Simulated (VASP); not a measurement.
A run of VASP 6.6.1 is set up as follows.

The input INCAR:

```
SYSTEM = CO2
ALGO = Normal
EDIFF = 1E-7
ENCUT = 520
GGA = PE
ISIF = 2
ISMEAR = -1
LASPH = .TRUE.
LCHARG = .FALSE.
LREAL = .FALSE.
LWAVE = .FALSE.
NBANDS = 15
NELM = 60
PREC = Accurate
SIGMA = 0.1
```

File KPOINTS:

```
k-points
0
G
  7 7 7
  0 0 0
```

File POSCAR:

```
CO2
1.0
    0.0000000000      2.2511189084      2.2511189084
    2.2511189084      0.0000000000      2.2511189084
    2.2511189084      2.2511189084      0.0000000000
C O
1 2
Direct
    0.0000000000      0.0000000000      0.0000000000
    0.2500000000      0.2500000000      0.2500000000
    0.7500000000      0.7500000000      0.7500000000
```

Potentials or basis: VASP PAW PBE potentials, release 64 (C, O).

The run is started by

```console
$ cat potpaw_PBE.64/C/POTCAR potpaw_PBE.64/O/POTCAR > POTCAR
$ mpirun -np 1 vasp_std > vasp.out
```

**Question.** Estimate the band gap on the k mesh.

**Answer.** None (metal or under the smearing width).

**Question.** What does it give for the pressure?

**Answer.** -0.2 GPa.
